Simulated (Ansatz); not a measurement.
Runs of Ansatz 0.2.0 on Ir. It takes space group Fm-3m (No. 225, cubic). The conventional cell has a = 3.831 Å, b = 3.831 Å, c = 3.831 Å, α = 90.00°, β = 90.00°, γ = 90.00°. Around Ir (site symmetry m-3m) lie 12 Ir at 2.71 Å. 

```tsv
task	level	cell	k mesh	cutoff (eV)	smearing	basis error allowed	mesh quality	gap on the mesh (eV)	pressure (GPa)	relaxed volume (Å³/atom)
single point	PBE	as given	6 × 6 × 6	263	fermi-dirac 0.03 eV	0.002 eV/atom	coarse	none	12.3	-
single point	PBE	as given	12 × 12 × 12	284	gaussian 0.018 eV	0.001 eV/atom	not flagged	none	11.0	-
relaxation of cell and atoms	PBE+D4	relaxed	12 × 12 × 12	-	fermi-dirac 0.05 eV	0.001 eV/atom	not flagged	-	0.0	(b)
band structure	PBE	as given	12 × 12 × 12	284	fermi-dirac 0.05 eV	0.001 eV/atom	not flagged	-	11.1	-
relaxation of cell and atoms	PBEsol+D4	relaxed	12 × 12 × 12	-	fermi-dirac 0.05 eV	0.001 eV/atom	not flagged	-	0.0	(a)
```

Alike in all rows: potentials or basis all-electron LAPW, scalar-relativistic; no spin polarisation.

Problem. Estimate the missing entries.

Solution. (a) 13.84; (b) 14.11.

Caveats: some runs use coarse meshes; the k mesh is thin for a metal, which can move the energy by tens of meV per atom (some runs).

A k mesh can miss the band edges, and the runs leave out spin-orbit coupling on Ir.

A gap of «none» marks a metal or a gap under the smearing width.

Not every run made on this cell is shown here.
